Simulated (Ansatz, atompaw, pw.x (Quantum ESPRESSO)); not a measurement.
**hydrogen (diamond): variants of one PAW (atompaw) potential in the solid**

```
Element                 : H (Z = 1)
Generator               : atompaw 4.2.0.5
Type                    : PAW
Functional              : PBE
Relativity              : scalar-relativistic
Frozen core             : none
Valence charge          : 1
Reference configuration : 1s1
Partial waves           : 1s (bound): rc 1.50 bohr; 1s channel at -0.15 Ry: rc 1.50 bohr; 2p channel at -0.15 Ry: rc 1.50 bohr
Local potential         : bessel scheme, radius 1.25 bohr
Core correction         : none
Augmentation charge     : sinc compensation charge, radius 1.10 bohr; PAW radius 1.50 bohr; waves and projectors: custom polynom2 7 10 vanderbiltortho
```

Crystal test: diamond H in pw.x 7.5, no spin, 15³ k-points, Fermi–Dirac smearing 0.01 Ry, cutoffs set for each file from its atomic test. The reference is all-electron LAPW (Ansatz 0.2.0) with the same functional, mesh and smearing; V0 and B0 come from Birch–Murnaghan fits to the pressures at five volumes. Errors are pseudo minus all-electron; Δ is the rms difference of the E(V) curves that follow from these fits, minima aligned, over ±6 % about the mean V0. Mesh and smearing are coarse, so the numbers serve the comparison and aren't converged zero-temperature values; the lattice is a test structure that the element need not adopt.

All-electron: a0 = 3.013 Å (V0 = 3.42 Å³/atom), B0 = 91.2 GPa.

Base: The largest radius (1.50 bohr) exceeds half the bond length (1.23 bohr), so the spheres overlap, which is one possible source of error among others.

A dash in a converged row means that the minimum lies outside the volumes sampled.

| change | cutoffs (Ry) | pw.x | a0 (Å) | a0 error (%) | B0 error (%) | Δ (meV/atom) | mean pressure error (GPa) |
| --- | --- | --- | --- | --- | --- | --- | --- |
| base | 40/400 | converged | 3.022 | +0.29 | +0.4 | 0.6 | +0.80 |
| wave 2p channel at -0.15 Ry: rc 1.50 bohr becomes 2p channel at 2.94 Ry: rc 1.50 bohr | 40/400 | converged | 3.029 | +0.53 | -0.1 | 1.1 | +1.47 |
| local potential bessel scheme, radius 1.30 bohr | 40/400 | converged | 3.023 | +0.33 | +0.4 | 0.7 | +0.94 |
| wave 1s (bound): rc 1.50 bohr becomes 1s (bound): rc 1.44 bohr | 40/400 | converged | 3.020 | +0.24 | +0.2 | 0.5 | +0.68 |
| all radii scaled by about 0.89 (s 1.34, p 1.34 bohr); local potential bessel scheme, radius 1.12 bohr; augmentation sinc compensation charge, radius 0.98 bohr; PAW radius 1.34 bohr; waves and projectors: custom polynom2 7 10 vanderbiltortho | 40/400 | converged | 3.018 | +0.17 | +0.0 | 0.3 | +0.46 |
| waves 1s (bound); 1s channel at -0.15 Ry; 2p channel at -0.15 Ry; augmentation sinc compensation charge, radius 1.10 bohr; PAW radius 1.50 bohr; waves and projectors: bloechl | 40/400 | converged | – | – | – | – | +5.44 |
